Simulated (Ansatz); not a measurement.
# Ti3H: the cost of one run

Computed with Ansatz 0.2.0 (DFT PBE, scalar-relativistic, plane waves, PAW, unless a step's input says otherwise).

5 further runs of the same task are left out: 5 set aside as unsound or not needed.

## (1) The structure to begin with

It takes space group Fm-3m (No. 225, cubic). Conventional cell: a = 4.112 Å, b = 4.112 Å, c = 4.112 Å, α = 90.00°, β = 90.00°, γ = 90.00°. Around Ti (site symmetry m-3m) lie 12 Ti at 2.91 Å.

Coordinates:

```cif
data_structure
_symmetry_space_group_name_H-M 'Fm-3m'
_symmetry_Int_Tables_number 225
_cell_length_a 4.1119
_cell_length_b 4.1119
_cell_length_c 4.1119
_cell_angle_alpha 90.000
_cell_angle_beta 90.000
_cell_angle_gamma 90.000
_cell_volume 69.52
loop_
_atom_site_label
_atom_site_type_symbol
_atom_site_symmetry_multiplicity
_atom_site_Wyckoff_symbol
_atom_site_fract_x
_atom_site_fract_y
_atom_site_fract_z
_atom_site_occupancy
Ti1 Ti 4 a 0.00000 0.00000 0.00000 1
```

It is the result of an earlier relaxation at this level (volume 17.38 Å³/atom; gap on the mesh: none (metal)).

## (2) Plan of the scan

Atoms count from 1 in the order of the input.

H is moved over the surface cell; relaxed at each place: the height of the adsorbate's atoms; substrate rigid; the origin of the map has the adsorbate above Ti3.

First coordinate, position of H4 along the first surface vector, from above Ti3: 6 values from 0.000 to 0.833, periodic. Second coordinate, position of H4 along the second surface vector, from above Ti3: 6 values from 0.000 to 0.833, periodic.

Relaxed at each point: the height of the adsorbate's atoms; substrate rigid. Points are written as (first, second).

The two vectors of the plane (Å): (2.908, 0.000, 0.000); (0.000, 2.908, 0.000).

## (3) Grid point (0/6, 0/6) of the map's two axes

Input file input.yaml:

```yaml
crystal:
  lattice:
    - [2.9075446922, 0.0, 0.0]
    - [0.0, 2.9075446922, 0.0]
    - [0.0, 0.0, 19.3059825228]
  atoms:
    - { symbol: Ti, position: [0.5, 0.5, 0.2071896623] }
    - { symbol: Ti, position: [0.0, 0.0, 0.3057583538] }
    - { symbol: Ti, position: [0.5, 0.5, 0.4043297208] }
    - { symbol: H, position: [0.5, 0.5, 0.5037807587] }
basis:
  ecutwfc: 420
kpoints:
  mp_grid: { grid: [9, 9, 1] }
hamiltonian:
  xc: pbe
  pseudopotentials: { kind: paw, azcp: { folder: soft_1 } }
scf:
  occupations: { method: gaussian, width: 0.1 }
output:
  forces: true
  eigenvalues: true
relax:
  adjacent_minimum: "off"
  f_tol: 0.025
  max_steps: 16
  constraints: [{ sites: [0, 1, 2] }, { sites: [3], fix: xy }]
efield:
  axis: 3
  dipole_correction: true
  ramp_width: 0.04
```

Run with:

```sh
> ansatz run input.yaml --threads 1 --pin off --max-ram 3072MiB --backend cpu --events-out ev --progress --plain --runs-dir out
```

What time and memory should one allow on 1 thread of Intel Xeon Platinum 8488C (Sapphire Rapids), shared host?

About 15 s, with a peak of 0.43 GiB.
